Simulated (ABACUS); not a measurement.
# CaO: equation of state with PBEsol

Crystal: CaO.

```xyz
2
Lattice="0.0000 2.4036 2.4036 2.4036 0.0000 2.4036 2.4036 2.4036 0.0000" Properties=species:S:1:pos:R:3 pbc="T T T"
Ca    0.0000    0.0000    0.0000
O     2.4036    2.4036    2.4036
```

The cell is a database's computed one.

```yaml
Program: ABACUS 3.10.1
Task: equation of state
Functional: PBEsol
Potentials_or_basis: PseudoDojo NC SR 0.4.1 PBEsol standard
Cutoff: 1143 eV
Density_cutoff: 4572 eV
Basis: plane waves
k_mesh: 10 × 10 × 10
Occupations: fermi-dirac, width 0.05 eV
Spin: no spin polarisation
Radial_cutoff_of_the_potentials_pseudo_rcut: 7 bohr
SCF_threshold_on_the_density: 1e-08
Max_SCF_steps: 100
Eigensolver: dav
Mixing: broyden
Mixing_share: 0.7
Symmetry_key: 1
Bands: 12
```

```yaml
Equilibrium_volume: 13.51 Å³/atom
Bulk_modulus: 116 GPa
Pressure_derivative_of_the_bulk_modulus: 4.4
```

Energy against volume, from the lowest point:
```csv
volume (Å³/atom),energy (meV/atom)
13.052,5.67
13.330,0.62
13.608,0.00
13.886,3.35
14.163,10.25
14.441,20.32
14.719,33.24
```

All runs of the series together: 120 s on 4 threads of AMD EPYC 7R43 64-Core Processor (Zen 3) (shared host).
